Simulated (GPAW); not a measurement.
# SiO2 (P4_2/mnm) in GPAW: a series of runs, part 2 of 4

GPAW 26.7.0. The steps go on from the part before.

### 3 Relaxation of cell and atoms, PBEsol, target pressure 2 GPa, at which the enthalpy is minimised

run.py

```python
from ase import Atoms
from ase.filters import FrechetCellFilter
from ase.io import write
from ase.optimize import BFGS
from ase.units import GPa
from gpaw import GPAW, PW, setup_paths

setup_paths.insert(0, '.')

atoms = Atoms(['Si', 'Si', 'O', 'O', 'O', 'O'],
              cell=[[4.233169, 0.0, 0.0],
                    [0.0, 4.233169, 0.0],
                    [0.0, 0.0, 2.693495]],
              scaled_positions=[[0.0, 0.0, 0.0],
                                [0.5, 0.5, 0.5],
                                [0.806839, 0.193161, 0.5],
                                [0.306839, 0.306839, 0.0],
                                [0.193161, 0.806839, 0.5],
                                [0.693161, 0.693161, 0.0]],
              pbc=True)

calc = GPAW(mode=PW(800),
            xc='PBEsol',
            kpts={'size': (4, 4, 7), 'gamma': True},
            occupations={'name': 'fermi-dirac', 'width': 0.05},
            nbands=30,
            convergence={'density': 1e-05, 'forces': 0.0001},
            maxiter=150,
            txt='gpaw.txt')
atoms.calc = calc
opt = BFGS(FrechetCellFilter(atoms, scalar_pressure=2 * GPa), trajectory='relax.traj', logfile='-')
done = opt.run(fmax=0.02, steps=60)
calc.write('gs.gpw')
write('result.traj', atoms)
print('Converged:', done)
print('Cell:', atoms.cell.cellpar().round(4))
print('Volume:', round(atoms.get_volume(), 4))
print(atoms.get_scaled_positions().round(5))
```

Potentials or basis: PAW data sets generated in the run's folder for this functional, pw.

Started as:

```sh
$ gpaw-setup -f PBEsol O Si
$ OMP_NUM_THREADS=1 python run.py
```

gpaw.txt:

```text
__  _  _
 | _ |_)|_||  |
 |__||  | ||/\| - 26.7.0

Input parameters:
  mode=PW(ecut=800.0),
  convergence={'density': 1e-05, 'forces': 0.0001},
  kpts=MonkhorstPack(size=(4, 4, 7), gamma=True),
  maxiter=150,
  nbands=30,
  occupations=Occupations(name='fermi-dirac', width=0.05),
  xc=XC(name='PBEsol')

Diagonalizing LCAO Hamiltonian
Converting LCAO to pw mode
    .---------.
   /|         |
  / |O        |
 *  .--Si-----.
 | /      O  /
 |/  O      /
 Si--------*

Atoms  # Å, Bohr magnetons
|   | symbol |        x |        y |        z |    initial magnetic moments |
|---|--------|----------|----------|----------|-----------------------------|
| 0 |     Si | 0.000000 | 0.000000 | 0.000000 | ( 0.0000,  0.0000,  0.0000) |
| 1 |     Si | 2.116585 | 2.116585 | 1.346747 | ( 0.0000,  0.0000,  0.0000) |
| 2 |      O | 3.415486 | 0.817683 | 1.346747 | ( 0.0000,  0.0000,  0.0000) |
| 3 |      O | 1.298901 | 1.298901 | 0.000000 | ( 0.0000,  0.0000,  0.0000) |
| 4 |      O | 0.817683 | 3.415486 | 1.346747 | ( 0.0000,  0.0000,  0.0000) |
| 5 |      O | 2.934268 | 2.934268 | 0.000000 | ( 0.0000,  0.0000,  0.0000) |

Unit cell  # Å
| periodic |        x |        y |        z |  lengths |    angles |
|----------|----------|----------|----------|----------|-----------|
|      yes | 4.233169 | 0.000000 | 0.000000 | 4.233169 | 90.000000 |
|      yes | 0.000000 | 4.233169 | 0.000000 | 4.233169 | 90.000000 |
|      yes | 0.000000 | 0.000000 | 2.693495 | 2.693495 | 90.000000 |

Number of symmetries: 8
Symmetry operations  # r_c * U_cc + t_c -> r_c
|   | kind |            matrix            |
|---|------|------------------------------|
| 0 |  E   |  1, 0, 0,  0, 1, 0,  0, 0, 1 |
| 1 |  σ   |  1, 0, 0,  0, 1, 0,  0, 0,-1 |
| 2 |  σ   |  0, 1, 0,  1, 0, 0,  0, 0, 1 |
| 3 |  C2  |  0, 1, 0,  1, 0, 0,  0, 0,-1 |
| 4 |  σ   |  0,-1, 0, -1, 0, 0,  0, 0, 1 |
| 5 |  C2  |  0,-1, 0, -1, 0, 0,  0, 0,-1 |
| 6 |  C2  | -1, 0, 0,  0,-1, 0,  0, 0, 1 |
| 7 |  i   | -1, 0, 0,  0,-1, 0,  0, 0,-1 |
[... 215 lines left out ...]
           O
              Si
                O
           O
       Si

Atoms  # Å, Bohr magnetons
|   | symbol |         x |        y |        z |    initial magnetic moments |
|---|--------|-----------|----------|----------|-----------------------------|
| 0 |     Si | -0.000000 | 0.000000 | 0.000000 | ( 0.0000,  0.0000,  0.0000) |
| 1 |     Si |  2.115289 | 2.115289 | 1.346072 | ( 0.0000,  0.0000,  0.0000) |
| 2 |      O |  3.412792 | 0.817785 | 1.346072 | ( 0.0000,  0.0000,  0.0000) |
| 3 |      O |  1.297504 | 1.297504 | 0.000000 | ( 0.0000,  0.0000,  0.0000) |
| 4 |      O |  0.817785 | 3.412792 | 1.346072 | ( 0.0000,  0.0000,  0.0000) |
| 5 |      O |  2.933074 | 2.933074 | 0.000000 | ( 0.0000,  0.0000,  0.0000) |

Unit cell  # Å
| periodic |         x |         y |        z |  lengths |    angles |
|----------|-----------|-----------|----------|----------|-----------|
|      yes |  4.230577 | -0.000000 | 0.000000 | 4.230577 | 90.000000 |
|      yes | -0.000000 |  4.230577 | 0.000000 | 4.230577 | 90.000000 |
|      yes |  0.000000 |  0.000000 | 2.692144 | 2.692144 | 90.000000 |

Number of symmetries: 8
Symmetry operations  # r_c * U_cc + t_c -> r_c
|   | kind |            matrix            |
|---|------|------------------------------|
| 0 |  E   |  1, 0, 0,  0, 1, 0,  0, 0, 1 |
| 1 |  σ   |  1, 0, 0,  0, 1, 0,  0, 0,-1 |
[... 737 lines left out ...]
| 0 |  E   |  1, 0, 0,  0, 1, 0,  0, 0, 1 |
| 1 |  σ   |  1, 0, 0,  0, 1, 0,  0, 0,-1 |
| 2 |  σ   |  0, 1, 0,  1, 0, 0,  0, 0, 1 |
| 3 |  C2  |  0, 1, 0,  1, 0, 0,  0, 0,-1 |
| 4 |  σ   |  0,-1, 0, -1, 0, 0,  0, 0, 1 |
| 5 |  C2  |  0,-1, 0, -1, 0, 0,  0, 0,-1 |
| 6 |  C2  | -1, 0, 0,  0,-1, 0,  0, 0, 1 |
| 7 |  i   | -1, 0, 0,  0,-1, 0,  0, 0,-1 |
[... 212 lines left out ...]
            O
              Si
                O
           O
       Si

Atoms  # Å, Bohr magnetons
|   | symbol |        x |        y |         z |    initial magnetic moments |
|---|--------|----------|----------|-----------|-----------------------------|
| 0 |     Si | 0.000000 | 0.000000 |  0.000000 | ( 0.0000,  0.0000,  0.0000) |
| 1 |     Si | 2.101260 | 2.101260 |  1.341834 | ( 0.0000,  0.0000,  0.0000) |
| 2 |      O | 3.387137 | 0.815384 |  1.341834 | ( 0.0000,  0.0000,  0.0000) |
| 3 |      O | 1.285875 | 1.285875 | -0.000000 | ( 0.0000,  0.0000,  0.0000) |
| 4 |      O | 0.815384 | 3.387137 |  1.341834 | ( 0.0000,  0.0000,  0.0000) |
| 5 |      O | 2.916646 | 2.916646 | -0.000000 | ( 0.0000,  0.0000,  0.0000) |

Unit cell  # Å
| periodic |         x |        y |         z |  lengths |    angles |
|----------|-----------|----------|-----------|----------|-----------|
|      yes |  4.202521 | 0.000000 |  0.000000 | 4.202521 | 90.000000 |
|      yes |  0.000000 | 4.202521 | -0.000000 | 4.202521 | 90.000000 |
|      yes | -0.000000 | 0.000000 |  2.683668 | 2.683668 | 89.999997 |

Number of symmetries: 8
Symmetry operations  # r_c * U_cc + t_c -> r_c
|   | kind |            matrix            |
|---|------|------------------------------|
| 0 |  E   |  1, 0, 0,  0, 1, 0,  0, 0, 1 |
| 1 |  σ   |  1, 0, 0,  0, 1, 0,  0, 0,-1 |
| 2 |  σ   |  0, 1, 0,  1, 0, 0,  0, 0, 1 |
| 3 |  C2  |  0, 1, 0,  1, 0, 0,  0, 0,-1 |
| 4 |  σ   |  0,-1, 0, -1, 0, 0,  0, 0, 1 |
| 5 |  C2  |  0,-1, 0, -1, 0, 0,  0, 0,-1 |
| 6 |  C2  | -1, 0, 0,  0,-1, 0,  0, 0, 1 |
| 7 |  i   | -1, 0, 0,  0,-1, 0,  0, 0,-1 |
[... 211 lines left out ...]
            O
              Si
                O
           O
       Si

Atoms  # Å, Bohr magnetons
|   | symbol |         x |        y |         z |    initial magnetic moments |
|---|--------|-----------|----------|-----------|-----------------------------|
| 0 |     Si | -0.000000 | 0.000000 |  0.000000 | ( 0.0000,  0.0000,  0.0000) |
| 1 |     Si |  2.099367 | 2.099367 |  1.343842 | ( 0.0000,  0.0000,  0.0000) |
| 2 |      O |  3.383727 | 0.815008 |  1.343842 | ( 0.0000,  0.0000,  0.0000) |
| 3 |      O |  1.284360 | 1.284360 | -0.000000 | ( 0.0000,  0.0000,  0.0000) |
| 4 |      O |  0.815008 | 3.383727 |  1.343842 | ( 0.0000,  0.0000,  0.0000) |
| 5 |      O |  2.914375 | 2.914375 | -0.000000 | ( 0.0000,  0.0000,  0.0000) |

Unit cell  # Å
| periodic |         x |         y |         z |  lengths |    angles |
|----------|-----------|-----------|-----------|----------|-----------|
|      yes |  4.198734 | -0.000000 |  0.000000 | 4.198734 | 90.000000 |
|      yes | -0.000000 |  4.198734 | -0.000000 | 4.198734 | 90.000000 |
|      yes | -0.000000 |  0.000000 |  2.687684 | 2.687684 | 90.000001 |

Number of symmetries: 8
Symmetry operations  # r_c * U_cc + t_c -> r_c
|   | kind |            matrix            |
|---|------|------------------------------|
| 0 |  E   |  1, 0, 0,  0, 1, 0,  0, 0, 1 |
| 1 |  σ   |  1, 0, 0,  0, 1, 0,  0, 0,-1 |
| 2 |  σ   |  0, 1, 0,  1, 0, 0,  0, 0, 1 |
| 3 |  C2  |  0, 1, 0,  1, 0, 0,  0, 0,-1 |
| 4 |  σ   |  0,-1, 0, -1, 0, 0,  0, 0, 1 |
| 5 |  C2  |  0,-1, 0, -1, 0, 0,  0, 0,-1 |
| 6 |  C2  | -1, 0, 0,  0,-1, 0,  0, 0, 1 |
| 7 |  i   | -1, 0, 0,  0,-1, 0,  0, 0,-1 |
[... 212 lines left out ...]
            O
              Si
                O
           O
       Si

Atoms  # Å, Bohr magnetons
|   | symbol |         x |        y |         z |    initial magnetic moments |
|---|--------|-----------|----------|-----------|-----------------------------|
| 0 |     Si | -0.000000 | 0.000000 |  0.000000 | ( 0.0000,  0.0000,  0.0000) |
| 1 |     Si |  2.098794 | 2.098794 |  1.344623 | ( 0.0000,  0.0000,  0.0000) |
| 2 |      O |  3.382227 | 0.815362 |  1.344623 | ( 0.0000,  0.0000,  0.0000) |
| 3 |      O |  1.283433 | 1.283433 | -0.000000 | ( 0.0000,  0.0000,  0.0000) |
| 4 |      O |  0.815362 | 3.382227 |  1.344623 | ( 0.0000,  0.0000,  0.0000) |
| 5 |      O |  2.914156 | 2.914156 | -0.000000 | ( 0.0000,  0.0000,  0.0000) |

Unit cell  # Å
| periodic |         x |         y |         z |  lengths |    angles |
|----------|-----------|-----------|-----------|----------|-----------|
|      yes |  4.197589 | -0.000000 |  0.000000 | 4.197589 | 90.000000 |
|      yes | -0.000000 |  4.197589 | -0.000000 | 4.197589 | 90.000000 |
|      yes | -0.000000 |  0.000000 |  2.689246 | 2.689246 | 90.000002 |

Number of symmetries: 8
Symmetry operations  # r_c * U_cc + t_c -> r_c
|   | kind |            matrix            |
|---|------|------------------------------|
| 0 |  E   |  1, 0, 0,  0, 1, 0,  0, 0, 1 |
| 1 |  σ   |  1, 0, 0,  0, 1, 0,  0, 0,-1 |
| 2 |  σ   |  0, 1, 0,  1, 0, 0,  0, 0, 1 |
| 3 |  C2  |  0, 1, 0,  1, 0, 0,  0, 0,-1 |
| 4 |  σ   |  0,-1, 0, -1, 0, 0,  0, 0, 1 |
| 5 |  C2  |  0,-1, 0, -1, 0, 0,  0, 0,-1 |
| 6 |  C2  | -1, 0, 0,  0,-1, 0,  0, 0, 1 |
| 7 |  i   | -1, 0, 0,  0,-1, 0,  0, 0,-1 |
[... 200 lines left out ...]
Forces  # eV/Ang
|        x |        y |        z |
|----------|----------|----------|
|  0.00000 |  0.00000 |  0.00000 |  # Si   0
|  0.00000 |  0.00000 |  0.00000 |  # Si   1
| -0.01233 |  0.01233 | -0.00000 |  # O    2
| -0.01234 | -0.01234 |  0.00000 |  # O    3
|  0.01233 | -0.01233 |  0.00000 |  # O    4
|  0.01234 |  0.01234 | -0.00000 |  # O    5

# Writing to gs.gpw (mode='')
```

It took 2 min on 1 thread of Intel Xeon 6975P-C (Granite Rapids), shared host; peak memory 0.33 GiB.

What came out:

| Property | Result |
| --- | --- |
| Free energy | -49.4973 eV |
| Relaxed volume | 7.90 Å³/atom |
| Relaxed cell | a = 4.198 Å, b = 4.198 Å, c = 2.689 Å, α = 90.00°, β = 90.00°, γ = 90.00° |
| Space group after relaxing (to 0.05 Å) | P4_2/mnm (No. 136) |
| Energy change on relaxing (the enthalpy is what falls) | -0.5 meV/atom |
| Ionic steps | 8 |
| Pressure after relaxing | 2.1 GPa |
| Largest force after relaxing | 0.017 eV/Å |
| Band gap on the k mesh | 5.27 eV, direct |

Forces on the atoms (eV/Å):
```
Si   0.000  0.000  0.000
Si   0.000  0.000  0.000
O   -0.012  0.012  0.000
O   -0.012 -0.012  0.000
O    0.012 -0.012  0.000
O    0.012  0.012  0.000
```

The path:
```tsv
step	energy change (eV)	largest force (eV/Å)	pressure (GPa)	volume (Å³)
1	0.0000	0.0597	-2.81	48.27
2	-0.0014	0.0460	-2.37	48.18
3	-0.0019	0.0482	1.93	47.43
4	-0.0022	0.0253	1.98	47.43
5	-0.0022	0.0329	2.24	47.40
6	-0.0023	0.0426	2.27	47.40
7	-0.0026	0.0402	2.21	47.38
8	-0.0027	0.0175	2.09	47.38
```

Final structure:
```cif
data_structure
_symmetry_space_group_name_H-M 'P 1'
_symmetry_Int_Tables_number 1
_cell_length_a 4.1976
_cell_length_b 4.1976
_cell_length_c 2.6892
_cell_angle_alpha 90.000
_cell_angle_beta 90.000
_cell_angle_gamma 90.000
_cell_volume 47.38
loop_
_atom_site_label
_atom_site_type_symbol
_atom_site_fract_x
_atom_site_fract_y
_atom_site_fract_z
_atom_site_occupancy
Si1 Si 0.00000 0.00000 0.00000 1
Si2 Si 0.50000 0.50000 0.50000 1
O1 O 0.80575 0.19425 0.50000 1
O2 O 0.30575 0.30575 0.00000 1
O3 O 0.19425 0.80575 0.50000 1
O4 O 0.69425 0.69425 0.00000 1
```

Levels at points of the mesh, in eV from the valence-band top:
| k point | band 13 | band 14 | band 15 | band 16 | band 17 | band 18 | band 19 | band 20 |
| --- | --- | --- | --- | --- | --- | --- | --- | --- |
| (0.00, 0.00, 0.00) | -2.48 | -0.85 | -0.85 | 0.00 | 5.27 | 6.41 | 8.19 | 8.19 |
| (0.50, 0.00, 0.00) | -2.66 | -2.66 | -1.05 | -1.05 | 7.43 | 7.43 | 8.78 | 8.78 |
| (0.50, 0.50, 0.00) | -2.67 | -2.67 | -2.25 | -2.25 | 7.12 | 7.12 | 9.77 | 9.77 |

Caveat: later steps reuse the first step's grids. As with any semilocal functional, this PBEsol gap is likely too small.

(Continued in part 3 of 4.)
